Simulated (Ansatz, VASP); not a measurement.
## MoS2: VASP beside Ansatz

File INCAR:

```
SYSTEM = MoS2
PREC     = Accurate       ! precision mode
ENCUT    = 520            ! plane-wave cutoff, eV
EDIFF    = 1E-6           ! SCF threshold, eV
ISMEAR   = 0              ! smearing method
SIGMA    = 0.02           ! smearing width, eV
LREAL    = .False.        ! projectors in reciprocal space
LASPH    = .True.         ! aspherical terms in the spheres
NELM     = 60             ! most SCF steps
ALGO     = Normal         ! electronic algorithm
ISIF     = 2              ! what is computed and relaxed
LWAVE    = .False.        ! write WAVECAR
LCHARG   = .False.        ! write CHGCAR
GGA      = PE             ! functional
NBANDS   = 20             ! bands
```

File KPOINTS:

```
regular mesh
0
Gamma
  9 9 4
  0 0 0
```

POSCAR

```
MoS2
1.0
    3.2274645616      0.0000000000      0.0000000000
   -1.6137322808      2.7950663001      0.0000000000
    0.0000000000      0.0000000000      6.3124734200
Mo S
1 2
Direct
    0.0000000000      0.0000000000      0.5000000000
    0.6666666667      0.3333333333      0.7446806800
    0.3333333333      0.6666666667      0.2553193200
```

Contents of input.yaml:

```yaml
crystal:
  lattice:
    - [3.2274645616, 0.0, 0.0]
    - [-1.6137322808, 2.7950663001, 0.0]
    - [0.0, 0.0, 6.31247342]
  atoms:
    - { symbol: Mo, position: [0.0, 0.0, 0.5] }
    - { symbol: S, position: [0.6666666667, 0.3333333333, 0.74468068] }
    - { symbol: S, position: [0.3333333333, 0.6666666667, 0.25531932] }
hamiltonian:
  xc: pbe
  pseudopotentials: { kind: paw }
kpoints:
  mp_grid: { grid: [9, 9, 4] }
scf:
  occupations: { method: gaussian, width: 0.02 }
output:
  forces: true
  stress: true
  eigenvalues: true
```

Measurements of this composition are mostly on another form, of space group No. 194.

Alike in both runs: task single point; functional PBE; k mesh 9 × 9 × 4; occupations gaussian, width 0.02 eV; no spin polarisation.

```csv
,VASP,Ansatz
version,VASP 6.6.1,Ansatz 0.2.0
potentials or method,"VASP PAW PBE potentials, release 64 (Mo_sv, S)",Ansatz PAW
plane-wave cutoff (eV),520,420
valence electrons in the cell,26,26
```

Ansatz gave:

| Item | Value |
| --- | --- |
| gap on the k mesh at the Fermi level (eV) | none |
| pressure (GPa) | 1.1 |
| largest component of the traceless stress (GPa) | 2.02 |
| rms of the force components (eV/Å) | 0.140 |

**Question.** Which values does VASP return?

**Answer.** gap on the k mesh at the Fermi level (eV): none; pressure (GPa): 0.9; largest component of the traceless stress (GPa): 2.03; rms of the force components (eV/Å): 0.136.

Atom by atom the forces differ by 0.004 eV/Å (rms over components). A gap of «none» marks a metal or a gap that the smearing closes. With one functional, cell and mesh, what is left measures potentials, basis and numerics.

Caveats: this functional lacks dispersion, which binds the layers, so the pressure and a relaxed spacing across them are unreliable.
